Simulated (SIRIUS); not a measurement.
# Ag (I4/mmm) in SIRIUS: notebook

The runs below take Ag through single point, with PBE.

Everything below comes from runs of SIRIUS 7.10.0. Logs are shortened: lines on timing, memory, paths and dates and some standing lists are left out, and cuts for length are marked. The log counts tension as positive stress, the text compression.

## 1. The cell of the first run

Symmetry: I4/mmm, No. 139, tetragonal system. The conventional cell has a = 2.889 Å, b = 2.889 Å, c = 3.922 Å, α = 90.00°, β = 90.00°, γ = 90.00°. Ag (site symmetry 4/mmm) has 12 Ag at 2.83 to 2.89 Å as nearest neighbours.

## 2. Single point, PBE, 16.37 Å³/atom (strain = -0.04 (zz))

sirius.json reads:

```json
{
  "control": {
    "processing_unit": "cpu",
    "verbosity": 2,
    "num_bands_to_print": 17,
    "print_forces": true,
    "print_stress": true
  },
  "parameters": {
    "electronic_structure_method": "pseudopotential",
    "xc_functionals": ["XC_GGA_X_PBE", "XC_GGA_C_PBE"],
    "gk_cutoff": 9.1,
    "pw_cutoff": 18.2,
    "ngridk": [11, 11, 11],
    "shiftk": [0, 0, 0],
    "smearing": "fermi_dirac",
    "smearing_width": 0.0018374661,
    "num_bands": 17,
    "num_mag_dims": 0,
    "num_dft_iter": 100,
    "energy_tol": 1e-08,
    "density_tol": 1e-06
  },
  "iterative_solver": {
    "type": "davidson",
    "min_tolerance": 1e-09,
    "tolerance_scale": [0.1, 0.25]
  },
  "mixer": {
    "type": "anderson",
    "beta": 0.7,
    "max_history": 8
  },
  "settings": {
    "tol_ne": 1e-10,
    "pseudo_grid_cutoff": 6.5
  },
  "unit_cell": {
    "lattice_vectors": [
      [0.0, 0.721387321031, 0.69253182819],
      [0.721387321031, 0.0, 0.69253182819],
      [0.721387321031, 0.721387321031, 0.0]
    ],
    "lattice_vectors_scale": 5.3511309785,
    "atom_coordinate_units": "lattice",
    "atom_types": ["Ag"],
    "atom_files": {
      "Ag": "Ag.json"
    },
    "atoms": {
      "Ag": [
        [0.0, 0.0, 0.0]
      ]
    }
  }
}
```

Potentials or basis: PseudoDojo 0.4.1 PBE standard (scalar relativistic).

Launch:

```
upf_to_json Ag.upf
OMP_NUM_THREADS=1 sirius.scf --input=sirius.json --output=out.json --task=0
```

Standard output:

```text
[info] SIRIUS version : 7.10.0
[info] number of MPI ranks           : 1
[info] MPI grid                      : 1 1
[info] maximum number of OMP threads : 1
[fft] FFT context for density and potential
[fft] =====================================
[fft]   comm size                             : 1
[fft]   plane wave cutoff                     : 18.2
[fft]   grid size                             : 36 36 36   total : 46656
[fft]   grid limits                           : -17 18   -17 18   -17 18
[fft]   number of G-vectors within the cutoff : 5643
[fft]   local number of G-vectors             : 5643
[fft]   number of G-shells                    : 853
[fft] FFT context for coarse grid
[fft] =====================================
[fft]   comm size                             : 1
[fft]   plane wave cutoff                     : 18.2
[fft]   grid size                             : 36 36 36   total : 46656
[fft]   grid limits                           : -17 18   -17 18   -17 18
[fft]   number of G-vectors within the cutoff : 5643
[fft]   local number of G-vectors             : 5643
[fft]   number of G-shells                    : 853
[unit cell] lattice vectors
[unit cell]   a1 :       0.0000000000      3.8602380411      3.7058285194
[unit cell]   a2 :       3.8602380411      0.0000000000      3.7058285194
[unit cell]   a3 :       3.8602380411      3.8602380411      0.0000000000
[unit cell] reciprocal lattice vectors
[unit cell]   b1 :      -0.8138339191      0.8138339191      0.8477436657
[unit cell]   b2 :       0.8138339191     -0.8138339191      0.8477436657
[unit cell]   b3 :       0.8138339191      0.8138339191     -0.8477436657
[unit cell] unit cell volume :       110.44434587 [a.u.^3]
[unit cell] 1/sqrt(omega)    :         0.09515426
[unit cell] MT volume        :         0.00000000 ( 0.00%)
[unit cell] IT volume        :       110.44434587 (100.00%)
[unit cell] number of atom types : 1
[unit cell] type id : 0 symbol : Ag mt_radius :  15.370000 num_atoms : 1
[unit cell] total number of atoms : 1
[unit cell] number of symmetry classes : 1
[unit cell] number of PAW atoms : 0
[unit cell] atom id  type id  class id             position                      vector_field
[unit cell] ------------------------------------------------------------------------------------------
[unit cell]      0        0        0      0.00000   0.00000   0.00000      0.00000   0.00000   0.00000
[unit cell] atom id         position (Cartesian, a.u.)
[unit cell] ---------------------------------------------
[unit cell]      0       0.000000    0.000000    0.000000
[unit cell] class id : 0 atom id : 0
[unit cell] minimum bond length:     5.351131
[unit cell] total number of pseudo wave-functions: 10
[sym] space group number   : 139
[sym] international symbol : I4/mmm
[sym] Hall symbol          : -I 4 2
[sym] space group transformation matrix :
[sym]  -0.5000  0.5000  0.0000
[sym]   0.5000  0.5000  1.0000
[sym]   0.5000  0.5000  0.0000
[sym] space group origin shift :
[sym]   0.0000  0.0000  0.0000
[sym] number of space group operations  : 16
[sym] number of magnetic group operations : 16
[sym] metric tensor error: 3.5527e-15
[sym] rotation matrix error: 1.9209e-17
[sym] symmetry operations
[... list of symmetry operations ...]
[atom type] label          : Ag
[atom type] --------------------------------------------------------------------------------
[atom type] symbol         : Ag
[atom type] name           :
[... 179 lines left out ...]
[find] Efermi                         :       0.68226412
[find] iteration : 3, RMS : 2.173392662441e-04, energy difference : -3.843263328918e-05
[find] Hartree energy of density residual : 3.036914545016e-06
[find] | SCF iteration   4 out of 100|
[diagonalize] iterative solver tolerance (occupied, empty): 1.48807e-05 1.48807e-05
[... 38 lines left out ...]
[find] Free energy (E-TS)             :    -155.01769277 (Ha),    -310.03538554 (Ry)
[find] band gap (eV)                  :       0.00000000
[find] Efermi                         :       0.68237967
[find] iteration : 8, RMS : 2.603859496977e-06, energy difference : -1.895989498735e-08
[find] Hartree energy of density residual : 5.232616010913e-10
[find] | SCF iteration   9 out of 100|
[diagonalize] iterative solver tolerance (occupied, empty): 1.45319e-08 1.45319e-08
[diagonalize] average number of iterations: 2.03968
[find] Total energy                   :    -155.01759239 (Ha),    -310.03518478 (Ry)
[find] Free energy (E-TS)             :    -155.01769277 (Ha),    -310.03538554 (Ry)
[find] band gap (eV)                  :       0.00000000
[find] Efermi                         :       0.68237947
[find] iteration : 9, RMS : 2.993808993701e-06, energy difference : -3.826983174804e-10
[find] Hartree energy of density residual : 1.858188853801e-10
[find] bands are converged : true
[find] iterative solver converged : false
[find] +------------------------------+
[find] | SCF iteration  10 out of 100|
[find] +------------------------------+
[diagonalize] iterative solver tolerance (occupied, empty): 3.63299e-09 3.63299e-09
[diagonalize] average number of iterations: 2.16667
[diagonalize] Lowest band energies
[diagonalize] ik:    0   -2.709504   -1.363509   -1.363509   -1.363426    0.378608    0.491037    0.491037    0.500692    0.529788    0.539965    1.275535    1.406125    1.406125    1.428958    1.590216    1.620042    1.638274
[diagonalize] ik:    1   -2.709442   -1.364048   -1.363612   -1.363520    0.388335    0.490310    0.493715    0.501855    0.529220    0.538637    1.274784    1.345527    1.410508    1.425289    1.575211    1.620257    1.621549
[diagonalize] ik:    2   -2.709276   -1.365562   -1.363888   -1.363698    0.413621    0.489901    0.497985    0.505787    0.531201    0.537550    1.194746    1.307805    1.417107    1.430318    1.530833    1.567795    1.598673
[diagonalize] ik:    3   -2.709058   -1.367540   -1.364248   -1.363929    0.434170    0.496727    0.505859    0.511745    0.542059    0.543568    1.065037    1.289789    1.404518    1.423186    1.523982    1.538998    1.570818
[diagonalize] ik:    4   -2.708858   -1.369347   -1.364579   -1.364141    0.434865    0.492090    0.501780    0.554854    0.557126    0.571487    0.938399    1.262126    1.367050    1.398388    1.514506    1.544764    1.605646
[diagonalize] ...
[diagonalize] ik:  121   -2.708510   -1.369999   -1.366440   -1.365742    0.432357    0.438626    0.561618    0.561775    0.573829    0.743177    0.923758    1.041414    1.098484    1.331120    1.390287    1.772607    1.922155
[diagonalize] ik:  122   -2.708531   -1.369718   -1.366250   -1.365989    0.437946    0.442272    0.548765    0.559664    0.568974    0.739357    0.950777    1.052363    1.053421    1.371407    1.410974    1.766151    1.886622
[diagonalize] ik:  123   -2.708513   -1.369323   -1.366884   -1.365965    0.444110    0.452691    0.529898    0.549762    0.569168    0.802332    0.926011    0.961339    1.072413    1.384680    1.511772    1.716549    1.839329
[diagonalize] ik:  124   -2.708525   -1.368886   -1.366940   -1.366221    0.455322    0.460810    0.508187    0.543112    0.568940    0.806840    0.959120    0.972549    1.002566    1.463955    1.543235    1.654132    1.864734
[diagonalize] ik:  125   -2.708518   -1.368183   -1.367812   -1.366134    0.460638    0.475166    0.491021    0.536180    0.568906    0.879241    0.884401    0.945949    1.018248    1.493354    1.583893    1.645886    1.802423
[find] Charges and magnetic moments
[find] --------------------------------------------------------------------------------
[find] total charge          : 19.000000
[find] Energy
[find] --------------------------------------------------------------------------------
[find] valence_eval_sum               :      -7.98393884
[find] <rho|V^{XC}>                   :     -19.40822157
[find] <rho|E^{XC}>                   :     -23.17795577
[find] <mag|B^{XC}>                   :       0.00000000
[find] <rho|V^{H}>                    :      69.21248093
[find] one-electron contribution      :     -57.78819820 (Ha),    -115.57639640 (Ry)
[find] hartree contribution           :      34.60624047
[find] xc contribution                :     -23.17795577
[find] ewald contribution             :    -108.65768731
[find] PAW contribution               :       0.00000000
[find] smearing (-TS)                 :      -0.00010039
[find] SCF correction                 :       0.00000843
[find] Total energy                   :    -155.01759238 (Ha),    -310.03518477 (Ry)
[find] Free energy (E-TS)             :    -155.01769277 (Ha),    -310.03538554 (Ry)
[find] band gap (eV)                  :       0.00000000
[find] Efermi                         :       0.68237869
[find] iteration : 10, RMS : 2.551544339312e-07, energy difference : 5.070205588709e-09
[find] Hartree energy of density residual : 3.165241272324e-12
[find] bands are converged : true
[find] iterative solver converged : true
[find] converged after 11 SCF iterations!
[find] Charges and magnetic moments
[find] --------------------------------------------------------------------------------
[find] total charge          : 19.000000
[find] Energy
[find] --------------------------------------------------------------------------------
[find] valence_eval_sum               :      -7.98393884
[find] <rho|V^{XC}>                   :     -19.40822157
[find] <rho|E^{XC}>                   :     -23.17795577
[find] <mag|B^{XC}>                   :       0.00000000
[find] <rho|V^{H}>                    :      69.21248093
[find] one-electron contribution      :     -57.78819820 (Ha),    -115.57639640 (Ry)
[find] hartree contribution           :      34.60624047
[find] xc contribution                :     -23.17795577
[find] ewald contribution             :    -108.65768731
[find] PAW contribution               :       0.00000000
[find] smearing (-TS)                 :      -0.00010039
[find] SCF correction                 :       0.00000843
[find] Total energy                   :    -155.01759238 (Ha),    -310.03518477 (Ry)
[find] Free energy (E-TS)             :    -155.01769277 (Ha),    -310.03538554 (Ry)
[find] band gap (eV)                  :       0.00000000
[find] Efermi                         :       0.68237869
[ground_state] === stress tensor components [kbar] ===
[ground_state] === stress_kin ===
[ground_state] -94091.100622   -0.000000   -0.000000
[ground_state]    -0.000000-94091.100622   -0.000000
[ground_state]    -0.000000   -0.000000-94091.664729
[ground_state] === stress_har ===
[ground_state] -30680.639074   -0.000000   -0.000000
[ground_state]    -0.000000-30680.639074   -0.000000
[ground_state]    -0.000000   -0.000000-30825.479316
[ground_state] === stress_ewald ===
[ground_state] 96602.892208    0.000000    0.000000
[ground_state]     0.00000096602.892208    0.000000
[ground_state]     0.000000    0.00000096244.896486
[ground_state] === stress_vloc ===
[ground_state] 14507.028309    0.000000    0.000000
[ground_state]     0.00000014507.028309    0.000000
[ground_state]     0.000000    0.00000014995.268423
[ground_state] === stress_xc ===
[ground_state] -9455.375971   -0.000000   -0.000000
[ground_state]    -0.000000-9455.375971   -0.000000
[ground_state]    -0.000000   -0.000000-9455.949154
[ground_state] === stress_core ===
[ground_state] 25247.270711    0.000000    0.000000
[ground_state]     0.00000025247.270711    0.000000
[ground_state]     0.000000    0.00000025246.962610
[ground_state] === stress_nonloc ===
[ground_state] -2222.912336    0.000000   -0.000000
[ground_state]     0.000000-2222.912336   -0.000000
[ground_state]    -0.000000   -0.000000-2219.451857
[ground_state] === stress_us_nl ===
[ground_state] -2222.912336    0.000000   -0.000000
[ground_state]     0.000000-2222.912336   -0.000000
[ground_state]    -0.000000   -0.000000-2219.451857
[ground_state] === stress_total ===
[ground_state]   -92.836776    0.000000   -0.000000
[ground_state]     0.000000  -92.836776   -0.000000
[ground_state]    -0.000000   -0.000000 -105.417536
[ground_state] ==== total Forces in Ha/bohr =====
[ground_state] atom:    0, force:       0.0000000      0.0000000      0.0000000
[... 8 lines left out ...]
[ground_state] ==== Ewald forces from ions =====
[ground_state] atom:    0, force:       0.0000000      0.0000000      0.0000000
[~DFT_ground_state] local op. applied: 53531
[~DFT_ground_state] evp. work count: 13116.4
[~DFT_ground_state] number of iterative solver steps: 3324
```

Run time: 51 s. Hardware: 1 thread of Arm Neoverse V2, shared host; peak memory 0.4 GiB.

What came out:

```yaml
Free_energy: -4218.2463 eV
Pressure: 9.7 GPa
Band_gap_on_the_k_mesh: none (metal or under the smearing width)
```

## 3. Single point, PBE, 16.71 Å³/atom (strain = -0.02 (zz))

sirius.json, as its differences from that of step 2:

```diff
@@ -39,7 +39,6 @@
     "lattice_vectors": [
-      [0.0, 0.721387321031, 0.69253182819],
-      [0.721387321031, 0.0, 0.69253182819],
-      [0.721387321031, 0.721387321031, 0.0]
+      [0.0, 3.860238041079, 3.783033280258],
+      [3.860238041079, 0.0, 3.783033280258],
+      [3.860238041079, 3.860238041079, 0.0]
     ],
-    "lattice_vectors_scale": 5.3511309785,
     "atom_coordinate_units": "lattice",
```

Potentials or basis: PseudoDojo 0.4.1 PBE standard (scalar relativistic).

Launch:

```
upf_to_json Ag.upf
OMP_NUM_THREADS=1 sirius.scf --input=sirius.json --output=out.json --task=0
```

Run time: 51 s. Hardware: 1 thread of Arm Neoverse V2, shared host; peak memory 0.4 GiB.

The run converged. Its results:

```
Free energy            : -4218.2657 eV
Pressure               : 6.8 GPa
Band gap on the k mesh : none (metal or under the smearing width)
```
